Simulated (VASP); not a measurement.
Input of a VASP 6.6.1 run:

The input INCAR:

```
SYSTEM = CoO
PREC = Accurate ; ENCUT = 520
EDIFF = 1E-7 ; ISMEAR = 0
SIGMA = 0.02 ; LREAL = .FALSE.
LASPH = .TRUE. ; NELM = 150
ALGO = Normal ; ISIF = 3
LWAVE = .FALSE. ; LCHARG = .FALSE.
ISPIN = 2 ; MAGMOM = 3 0
LORBIT = 11 ; LMAXMIX = 4
LDAU = .TRUE. ; LDAUTYPE = 2
LDAUL = 2 -1 ; LDAUU = 3.3 0
LDAUJ = 0 0 ; LDAUPRINT = 1
GGA = PE ; IBRION = 2
NSW = 80 ; EDIFFG = -0.002
```

File KPOINTS:

```
Automatic mesh
0
G
  12 12 12
  0 0 0
```

File POSCAR:

```
CoO                                     
1.0
   -0.0000000000      2.1229092923      2.1229092923
    2.1229092923      0.0000000000      2.1229092923
    2.1229092923      2.1229092923     -0.0000000000
  Co              O             
     1     1
Direct
     0.0000000000000000    0.0000000000000000    0.0000000000000000
     0.5000000000000000    0.5000000000000000    0.5000000000000000
```

Potentials or basis: VASP PAW PBE potentials, release 64 (Co, O).

Run with:

```sh
$ cat potpaw_PBE.64/Co/POTCAR potpaw_PBE.64/O/POTCAR > POTCAR
$ mpirun -np 1 vasp_std > vasp.out
```

Predict the band gap on the k mesh.

none (metal or under the smearing width).

Predict the net moment.

3.00 μB per cell.

Final structure:
```
Co O
1.0
     0.00000    2.12291    2.12291
     2.12291    0.00000    2.12291
     2.12291    2.12291    0.00000
Co O
1 1
Cartesian
  0.0000 0.0000 0.0000
  2.1229 2.1229 2.1229
```

Caveat: the relaxation stopped at its first step, so nothing moved; a cell with one magnetic atom can't hold antiferromagnetic order, which such compounds often take. The state reached can hang on the start; a lower one may exist.
